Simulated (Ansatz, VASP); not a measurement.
## Two plane-wave programs on Ta

Contents of INCAR:

```
SYSTEM = Ta
PREC = Accurate
ENCUT = 520
EDIFF = 1E-6
ISMEAR = 0
SIGMA = 0.15
LREAL = .FALSE.
LASPH = .TRUE.
NELM = 80
ALGO = Fast
ISIF = 2
LWAVE = .FALSE.
LCHARG = .FALSE.
GGA = PE
NBANDS = 12
```

File KPOINTS:

```
Automatic mesh
0
G
  22 22 22
  0 0 0
```

File POSCAR:

```
Ta
1.0
   -1.8535924404      1.8535924404      1.3104898553
    1.8535924404     -1.8535924404      1.3104898553
    1.8535924404      1.8535924404     -1.3104898553
Ta
1
Direct
    0.0000000000      0.0000000000      0.0000000000
```

Input for Ansatz:

```yaml
crystal:
  lattice:
    - [-1.8535924404, 1.8535924404, 1.3104898553]
    - [1.8535924404, -1.8535924404, 1.3104898553]
    - [1.8535924404, 1.8535924404, -1.3104898553]
  atoms:
    - { symbol: Ta, position: [0.0, 0.0, 0.0] }
basis:
  ecutwfc: 420
kpoints:
  mp_grid: { grid: [22, 22, 22] }
hamiltonian:
  xc: pbe
scf:
  occupations: { method: gaussian, width: 0.15 }
output:
  forces: true
  stress: true
  eigenvalues: true
```

Alike in both runs: task single point; functional PBE; k mesh 22 × 22 × 22; occupations gaussian, width 0.15 eV; no spin polarisation.

|  | VASP | Ansatz |
| --- | --- | --- |
| version | VASP 6.6.1 | Ansatz 0.2.0 |
| potentials or method | VASP PAW PBE potentials, release 64 (Ta_pv) | scalar-relativistic, plane waves, PAW |
| plane-wave cutoff (eV) | 520 | 420 |
| valence electrons in the cell | 11 | 13 |

```csv
,VASP,Ansatz,Ansatz less VASP
gap on the k mesh at the Fermi level (eV),none,none,-
pressure (GPa),11.5,11.3,-0.23
largest component of the traceless stress (GPa),16.51,16.35,-0.158
```

A gap of «none» marks a metal or a gap that the smearing closes. With one functional, cell and mesh, what is left measures potentials, basis and numerics. The two sets of potentials don't hold the same shells in valence.

Spin-orbit coupling is left out, which matters for the levels of Ta.
